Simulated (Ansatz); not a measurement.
# AlN: the cost of one run

Method: DFT PBE, scalar-relativistic, plane waves, PAW, in Ansatz 0.2.0.

**1. Starting point**

The structure is hexagonal, space group P6_3mc (No. 186). Conventional cell: a = 3.111 Å, b = 3.111 Å, c = 4.978 Å, α = 90.00°, β = 90.00°, γ = 120.00°. Al (site symmetry 3m) is surrounded by 4 N at 1.89 to 1.92 Å. Around N (site symmetry 3m) lie 4 Al at 1.89 to 1.92 Å.

Structure file:

```xyz
4
Lattice="3.1110 0.0000 0.0000 -1.5555 2.6942 0.0000 0.0000 0.0000 4.9780" Properties=species:S:1:pos:R:3 pbc="T T T"
Al    0.0000    1.7961    0.0000
Al    1.5555    0.8981    2.4890
N     0.0000    1.7961    1.9165
N     1.5555    0.8981    4.4055
```

The structure comes from the Crystallography Open Database.

**2. A first look at the start**

Contents of input.yaml:

```yaml
crystal:
  lattice:
    - [3.1110021516, 0.0, 0.0]
    - [-1.5555010758, 2.6942068945, 0.0]
    - [0.0, 0.0, 4.978]
  atoms:
    - { symbol: Al, position: [0.3333333333, 0.6666666667, 0.0] }
    - { symbol: Al, position: [0.6666666667, 0.3333333333, 0.5] }
    - { symbol: "N", position: [0.3333333333, 0.6666666667, 0.385] }
    - { symbol: "N", position: [0.6666666667, 0.3333333333, 0.885] }
basis:
  ecutwfc: 420
kpoints:
  mp_grid: { grid: [6, 6, 4] }
hamiltonian:
  xc: pbe
scf:
  occupations: { method: gaussian, width: 0.1 }
output:
  forces: true
  stress: true
  eigenvalues: true
```

What time and memory should one allow on 1 thread of an Arm CPU, shared host?

About 1.2 s, with a peak of 0.27 GiB.
